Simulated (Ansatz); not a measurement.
A calculation with Ansatz 0.2.0 of SnSe (ASE script, structure from a POSCAR):

File run.py:

```python
import json

import ase.io
import numpy as np

import ansatz as az

atoms = ase.io.read("POSCAR", format="vasp")
atoms.set_initial_magnetic_moments([-0.17, 0.0])

calculation = (
    az.Crystal.from_ase(atoms)
    .calculation()
    .kpoints(6, 6, 6)
    .functional("pbesol")
    .pseudopotentials(kind="paw")
    .spin("collinear")
    .occupations(method="fermi_dirac", width=0.05)
    .density()
    .potential()
    .output_files(volumetric_format="npy")
    .electron_localization_function()
    .forces()
    .stress()
    .band_table(publish=True)
)
outcome = calculation.run(threads=2, events_out="events.jsonl")

report = outcome.report
for line in open("events.jsonl"):
    event = json.loads(line)
    if event["event"] == "scf_iter":
        d = event["data"]
        print(f"SCF {d['iter']:3d}  HF = {d['harris_foulkes_ev']:.6f} eV  dr2 = {d['dr2_ev']:.2e} eV")
    elif event["event"] in ("relax_step", "md_step"):
        d = event["data"]
        print(f"{event['event']} {d['step']:3d}  E = {d['lagrangian_ev']:.6f} eV")
np.set_printoptions(precision=5, suppress=True, linewidth=110)
print("converged:", report["converged"], "after", report["n_iterations"], "iterations")
print(f"free energy {report['free_energy_ev']:.6f} eV, Fermi level {report['fermi_energy_ev']:.4f} eV")
for key in ("band_edges_ev", "magnetization_mub", "site_moments_mub", "site_moments_nc_mub", "forces_ev_ang",
                "stress_gpa"):
    if report.get(key) is not None:
        print(key, np.array(report[key]), sep="\n")
```

File POSCAR:

```
SnSe
1.0
    0.0088070000      3.0377290000      3.0393110000
    2.9680140000      0.0010730000      3.0470450000
    2.9569510000      3.0344000000      0.0121360000
Sn Se
1 1
Direct
    0.0000000000      0.0000000000      0.0000000000
    0.5000000000      0.5000000000      0.5000000000
```

Potentials or basis: Ansatz PAW.

Command:

```sh
$ python run.py
```

The cell isn't the ideal one: cell strained at random at fixed volume.

**Question.** Write the same calculation in another form: native input, structure typed inline.

**Answer.** As run:

The input input.yaml:

```yaml
crystal:
  lattice:
    - [0.008807, 3.037729, 3.039311]
    - [2.968014, 0.001073, 3.047045]
    - [2.956951, 3.0344, 0.012136]
  atoms:
    - { symbol: Sn, position: [0.0, 0.0, 0.0], spin: -0.17 }
    - { symbol: Se, position: [0.5, 0.5, 0.5] }
hamiltonian:
  xc: pbesol
  pseudopotentials: { kind: paw }
magnetization:
  spin_polarized: true
kpoints:
  mp_grid: { grid: [6, 6, 6] }
scf:
  occupations: { method: fermi_dirac, width: 0.05 }
output:
  forces: true
  stress: true
  eigenvalues: true
  write_density: true
  write_potential: true
  elf: true
  volumetric_format: npy
```

Potentials or basis: Ansatz PAW.

Launch:

```console
$ ansatz run input.yaml --threads 2 --pin off --max-ram 5120MiB --backend cpu --events-out ev --progress --plain --runs-dir out
```

Both were run:

|  | ASE script, structure from a POSCAR | native input, structure typed inline |
| --- | --- | --- |
| Pressure | -2.2 GPa | -2.2 GPa |
| Band gap on the k mesh | 0.62 eV, indirect (least direct gap 0.66 eV) | 0.62 eV, indirect (least direct gap 0.66 eV) |
| Net moment | 0.00 μB per cell | 0.00 μB per cell |
| Absolute moment | 0.00 μB per cell | 0.00 μB per cell |

Keys that steer only the numerical path or the files written may differ.

Caveat: spin-orbit coupling is left out, which moves the levels of the heavy elements; the PAW data sets come from PBE, with cores solved anew for the run's functional, which leaves a small shift of forces and pressure; the starting moments weren't kept.
